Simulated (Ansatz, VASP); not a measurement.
## Sb: VASP beside Ansatz

```
Sb
1.0
     3.08753    0.00000    0.00000
     0.00000    3.08753    0.00000
     0.00000    0.00000    3.08753
Sb
1
Cartesian
  0.0000 0.0000 0.0000
```

This isn't the form of Sb at room conditions, which is rhombohedral.

Alike in both runs: functional r2SCAN; k mesh 14 × 14 × 14; occupations gaussian, width 0.1 eV; no spin polarisation.

Ansatz relaxed the structure, and its values are those at the end. VASP's run is a single point on that final structure, the one shown.

```csv
,VASP,Ansatz
version,VASP 6.6.1,Ansatz 0.2.0
potentials or method,"VASP PAW PBE potentials, release 64 (Sb)","scalar-relativistic, plane waves, PAW"
plane-wave cutoff (eV),520,500
valence electrons in the cell,5,15
```

```tsv
	VASP	Ansatz	Ansatz less VASP
gap on the k mesh at the Fermi level (eV)	none	none	-
pressure (GPa)	0.0	0.0	-0.02
```

A gap of «none» marks a metal or a gap that the smearing closes. The functional is the same, so the differences come from potentials, cutoffs and numerics. The two sets of potentials don't hold the same shells in valence.

Caveats: the PAW data sets were made with another functional, which shifts forces and pressure a little (VASP). Spin-orbit coupling is left out, which matters for the levels of Sb.
